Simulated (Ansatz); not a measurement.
Ru:

```
Ru
1.0
     2.70580    0.00000    0.00000
    -1.35290    2.34329    0.00000
     0.00000    0.00000    4.28190
Ru
2
Direct
  0.66667 0.33333 0.75000
  0.33333 0.66667 0.25000
```

- Program: Ansatz 0.2.0
- Task: relaxation of cell and atoms
- Functional: BLYP
- Potentials or basis: Ansatz PAW
- Cutoff: 420 eV (not typed: the program's choice for these potentials)
- k mesh: 11 × 11 × 6
- Occupations: fermi-dirac, width 0.05 eV
- Spin: no spin polarisation

At the start: volume 13.57 Å³/atom.

Problem. Where does the relaxation end?

Solution. It ends after 6 steps and the volume is 14.42 Å³/atom (+6.2 %); space group P6_3/mmc (No. 194, to 0.05 Å).

Step by step:
```csv
step,energy change (eV),largest force (eV/Å),volume (Å³)
1,0.0000,0.0000,27.15
2,-0.0158,0.0000,30.55
3,-0.0919,0.0000,29.03
4,-0.0930,0.0000,28.81
5,-0.0931,0.0000,28.84
6,-0.0937,0.0000,28.84
```

Final structure:
```cif
data_structure
_symmetry_space_group_name_H-M 'P 1'
_symmetry_Int_Tables_number 1
_cell_length_a 2.7637
_cell_length_b 2.7637
_cell_length_c 4.3597
_cell_angle_alpha 90.000
_cell_angle_beta 90.000
_cell_angle_gamma 120.000
_cell_volume 28.84
loop_
_atom_site_label
_atom_site_type_symbol
_atom_site_fract_x
_atom_site_fract_y
_atom_site_fract_z
_atom_site_occupancy
Ru1 Ru 0.66667 0.33333 0.75000 1
Ru2 Ru 0.33333 0.66667 0.25000 1
```

Caveat: the plane-wave basis is chosen anew once the cell has moved, so the energies of steps on either side of that aren't comparable; the PAW data sets come from PBE, with cores solved anew for the run's functional, which leaves a small shift of forces and pressure.
